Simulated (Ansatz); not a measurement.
## Zn, one cell by several methods

```
CELL_PARAMETERS angstrom
-1.56639 1.56639 1.56639
1.56639 -1.56639 1.56639
1.56639 1.56639 -1.56639
ATOMIC_POSITIONS crystal
Zn 0.00000 0.00000 0.00000
```

The structure comes from a relaxation in the same program, started in the bcc type, and has space group Im-3m. Whether it is a known phase or the ground state wasn't checked.

Levels of theory: DFT, PBE, PAW with Ansatz's default frozen-core files, scalar-relativistic (Ansatz 0.2.0); DFT, PBE, all-electron LAPW, scalar-relativistic (Ansatz 0.2.0).

For PAW: a Γ-centred 17×17×17 k mesh, Fermi–Dirac smearing of 0.05 eV, cutoff 420 eV, no spin polarisation. LAPW targets a basis error of 1 meV/atom. The Ansatz runs share mesh, smearing and spin set-up. Plane-wave (PAW) pressures include the program's estimate of the Pulay term.

Stress and pressure are positive in compression.

Levels count from the Fermi level.

PAW results:

```
                      quantity     PAW
                pressure (GPa)   -0.02
highest filled level at N (eV)  -0.980
  lowest empty level at N (eV)  11.267
highest filled level at Γ (eV)  -7.241
  lowest empty level at Γ (eV)  19.026
highest filled level at P (eV)  -7.200
  lowest empty level at P (eV)   1.889
```

Problem. What does all-electron LAPW give for the same quantities?

Solution. 
```json
{"quantity": "pressure (GPa)", "LAPW": "-0.01"}
{"quantity": "highest filled level at N (eV)", "LAPW": "-0.981"}
{"quantity": "lowest empty level at N (eV)", "LAPW": "11.272"}
{"quantity": "highest filled level at Γ (eV)", "LAPW": "-7.233"}
{"quantity": "lowest empty level at Γ (eV)", "LAPW": "19.029"}
{"quantity": "highest filled level at P (eV)", "LAPW": "-7.192"}
{"quantity": "lowest empty level at P (eV)", "LAPW": "1.892"}
```
